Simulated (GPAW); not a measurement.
Runs of GPAW 26.7.0 on Na2S. The structure is cubic, space group Fm-3m (No. 225). Conventional cell: a = 6.547 Å, b = 6.547 Å, c = 6.547 Å, α = 90.00°, β = 90.00°, γ = 90.00°. Around S (site symmetry m-3m) lie 8 Na at 2.83 Å. Na (site symmetry -43m) is surrounded by 4 S at 2.83 Å. 

```tsv
task	level	potentials or basis	cell	k mesh	cutoff (eV)	convergence	supercell	supercell k mesh	displacement	relaxed first	gap on the mesh (eV)	pressure (GPa)	relaxed volume (Å³/atom)
phonons	PBE	GPAW PAW data sets (gpaw-data 1.2.1), pw	relaxed	5 × 5 × 5	680	density=1e-06 eigenstates=1e-09	1 × 1 × 1	5 × 5 × 5	0.02	cell	2.46	0.0	-
band structure	LDA	the program's PAW data sets (release 1.2.1) made for this functional, pw	as given	7 × 7 × 7	800	-	-	-	-	-	(a)	-2.1	-
band structure	PBEsol	PAW data sets generated in the run's folder for this functional, pw	as given	7 × 7 × 7	800	-	-	-	-	-	(b)	-0.5	-
relaxation of cell and atoms	PBEsol+D3(BJ)	PAW data sets generated in the run's folder for this functional, pw	relaxed	7 × 7 × 7	800	density=1e-05 forces=0.0001	-	-	-	-	(c)	0.0	21.74
band structure	r2SCAN	GPAW PAW data sets (gpaw-data 1.2.1), pw	as given	7 × 7 × 7	800	-	-	-	-	-	3.02	-0.3	-
relaxation of cell and atoms	PBEsol	PAW data sets generated in the run's folder for this functional, pw	relaxed	7 × 7 × 7	800	density=1e-05 forces=0.0001	-	-	-	-	2.42	0.0	22.95
single point	TB-mBJ	GPAW PAW data sets for LDA (gpaw-data 1.2.1), pw	as given	8 × 8 × 8	800	-	-	-	-	-	4.66	-	-
```

Alike in all rows: no spin polarisation; smearing fermi-dirac 0.05 eV.

Estimate the missing entries.

(a) 2.24; (b) 2.36; (c) 2.60.

Caveats: an odd mesh through Γ misses points on the zone boundary, where band edges often lie (some runs); later steps reuse the first step's grids (some runs); the PAW data sets were made with another functional, which shifts forces and pressure a little (some runs); the cutoff is short for stress and forces, so pressures can be off by a GPa or more (some runs); the LO-TO splitting is left out (some runs); a model potential gives levels but no total energy (some runs).

Not every run made on this cell is shown here.
